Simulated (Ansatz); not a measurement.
Wires are cut from relaxed bulk BiTe (Fm-3m, 34.37 Å³/atom, gap on the mesh 0.00 eV); atoms and period are relaxed, and energies count from that bulk.

Level of theory: Ansatz, DFT PBE, scalar-relativistic, plane waves, PAW.

Cutoff 420 eV, Gaussian smearing of 0.05 eV, energies at zero smearing, symmetry of each start kept, no spin polarisation.

```tsv
start	atoms	k mesh	excess energy (eV per host atom)	line energy (eV/Å)	period (Å)	gap on the mesh (eV)	highest filled level or Fermi level under vacuum (eV)
[001] wire, 12 host atoms a period	12	1×1×9	0.178	0.329	6.481	0	3.87
[001] wire, 14 host atoms a period	14	1×1×9	0.152	0.343	6.196	0	4.04
```

Spin-orbit coupling is left out, which matters for the bands of heavy elements.

Each run keeps its start's symmetry and one magnetic start, so lower states can exist.

Cost: 2 runs of about 42 core-minutes in all, on Intel Xeon 6975P-C (Granite Rapids) (shared hosts).